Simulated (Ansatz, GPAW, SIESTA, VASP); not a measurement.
**One calculation of Ge, 4 ways**

```
CELL_PARAMETERS angstrom
0.00000 2.82891 2.82891
2.82891 0.00000 2.82891
2.82891 2.82891 0.00000
ATOMIC_POSITIONS crystal
Ge 0.75000 0.75000 0.75000
Ge 0.50000 0.50000 0.50000
```

Alike in all runs: task band structure; functional BLYP; k mesh 8 × 8 × 8; occupations fermi-dirac, width 0.05 eV; no spin polarisation; no spin-orbit coupling. Pressure is positive in compression and, in plane waves, holds the error of the finite cutoff.

```tsv
program and potentials	plane-wave cutoff (eV)	notes	pressure (GPa)
SIESTA, files PseudoDojo sr-pbe-0.4.1-standard, DZP (energy shift 0.003 Ry; two zetas on semicore shells)	-	atomic basis; potentials made for PBE; 14 valence electrons an atom on average	7.87
VASP, PBE PAW files Ge_d, 520 eV	520	potentials made for PBE; 14 valence electrons an atom on average	7.56
GPAW, PAW data sets generated for this functional	600	4 valence electrons an atom on average	7.61
Ansatz, all-electron LAPW, scalar-relativistic	-	-	7.38
```

The pressure spans 7.38 (Ansatz, all-electron LAPW, scalar-relativistic) to 7.87 GPa (SIESTA, files PseudoDojo sr-pbe-0.4.1-standard, DZP (energy shift 0.003 Ry; two zetas on semicore shells)), with all-electron results at 7.38. Rows in atomic bases carry the error of their basis and grid, which can be large.

The functional is the same throughout but for its coding, so the spread measures potentials, basis and numerics; runs on potential files found faulty are left out.
